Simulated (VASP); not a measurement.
InP:

```xyz
2
Lattice="0.0000 2.9393 2.9393 2.9393 0.0000 2.9393 2.9393 2.9393 0.0000" Properties=species:S:1:pos:R:3 pbc="T T T"
In    0.0000    0.0000    0.0000
P     1.4697    1.4697    1.4697
```

Program: VASP 6.6.1. Alike in all runs: no spin polarisation; cell as given; k mesh 8 × 8 × 8; cutoff (eV) 520; smearing gaussian 0.03 eV.

Task: Order these runs on this cell by their pressure, lowest first.
A. level PBE; potentials or basis VASP PAW PBE potentials, release 64 (In_d, P)
B. level r2SCAN; potentials or basis VASP PAW PBE potentials, release 64 (In_d, P)
C. level LDA; potentials or basis VASP PAW LDA potentials, release 64 (In_d, P)

Result: C (-1.8 GPa), B (0.9 GPa), A (2.6 GPa).

Caveats: the PAW data sets were made with another functional, which shifts forces and pressure a little (some runs).
